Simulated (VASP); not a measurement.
A run of VASP 6.6.1 is set up as follows.

File INCAR:

```
  PREC = Accurate
  ENCUT = 520
  EDIFF = 1E-7
  ISMEAR = 0
  SIGMA = 0.02
  LREAL = F
  LASPH = T
  NELM = 60
  ALGO = Normal
  ISIF = 3
  LWAVE = F
  LCHARG = F
  GGA = PE
  IBRION = 2
  NSW = 80
  EDIFFG = -0.002
```

The input KPOINTS:

```
regular mesh
0
Gamma
  2 2 2
```

Contents of POSCAR:

```
AlN
1.0
    0.0000000000      2.1839935600      2.1839935600
    2.1839935600      0.0000000000      2.1839935600
    2.1839935600      2.1839935600      0.0000000000
Al N
1 1
Direct
    0.0000000000      0.0000000000      0.0000000000
    0.7500000000      0.7500000000      0.7500000000
```

Potentials or basis: VASP PAW PBE potentials, release 64 (Al, N).

The run is started by

```bash
$ cat potpaw_PBE.64/Al/POTCAR potpaw_PBE.64/N/POTCAR > POTCAR
$ mpirun -np 1 vasp_std > vasp.out
```

Estimate the relaxed volume.

10.89 Å³/atom.

What does it give for the space group after relaxing (to 0.05 Å)?

F-43m (No. 216).

Final structure:
```cif
data_structure
_symmetry_space_group_name_H-M 'P 1'
_symmetry_Int_Tables_number 1
_cell_length_a 3.1346
_cell_length_b 3.1346
_cell_length_c 3.1346
_cell_angle_alpha 60.000
_cell_angle_beta 60.000
_cell_angle_gamma 60.000
_cell_volume 21.78
loop_
_atom_site_label
_atom_site_type_symbol
_atom_site_fract_x
_atom_site_fract_y
_atom_site_fract_z
_atom_site_occupancy
Al1 Al 0.00000 0.00000 0.00000 1
N1 N 0.75000 0.75000 0.75000 1
```

Caveat: the k mesh is coarse (spacing up to 1.25 Å⁻¹), so the values aren't converged.
